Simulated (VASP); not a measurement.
Set up this calculation in VASP 6.6.1, as the native input.

| Property | Result |
| --- | --- |
| Task | single point |
| Functional | PBE |
| Potentials or basis | VASP PAW PBE potentials, release 64 (K_sv, Br) |
| Cutoff | 520 eV |
| k mesh | 6 × 6 × 6 |
| Occupations | gaussian, width 0.05 eV |
| Spin | no spin polarisation |
| Dipole correction | no |
| Further INCAR settings | ALGO = Normal; EDIFF = 1e-07; NBANDS = 15 |

The structure of KBr lies in POSCAR:

```
KBr
1.0
    4.0434990000      0.0000000000      0.0000000000
    0.0000000000      4.0434990000      0.0000000000
    0.0000000000      0.0000000000      4.0434990000
K Br
1 1
Direct
   -0.0772845498      0.0000000000      0.0000000000
    0.5000000000      0.5000000000      0.5000000000
```

Measurements of this composition are mostly on another form, of space group No. 225.

The cell isn't the ideal one: all K atoms moved +0.312 Å, as atom 1 towards its neighbour atom 1 (K) at 4.043 Å.

One way to write it, as run:

INCAR

```
ALGO = Normal
EDIFF = 1E-7
ENCUT = 520
GGA = PE
ISIF = 2
ISMEAR = 0
LASPH = T
LCHARG = F
LREAL = F
LWAVE = F
NBANDS = 15
NELM = 80
PREC = Accurate
SIGMA = 0.05
```

KPOINTS

```
k-points
0
Gamma
  6 6 6
```

Potentials or basis: VASP PAW PBE potentials, release 64 (K_sv, Br).

Run with:

```sh
$ cat potpaw_PBE.64/K_sv/POTCAR potpaw_PBE.64/Br/POTCAR > POTCAR
$ mpirun -np 1 vasp_std > vasp.out
```

Results of the run:

```yaml
Pressure: 0.4 GPa
Largest_force: 0.179 eV/Å
Band_gap_on_the_k_mesh: 3.89 eV, indirect (least direct gap 4.15 eV)
```

Run time: 25 s on 1 thread of Intel(R) Xeon(R) Platinum 8488C (Sapphire Rapids), on a shared host, peak memory 0.18 GiB.
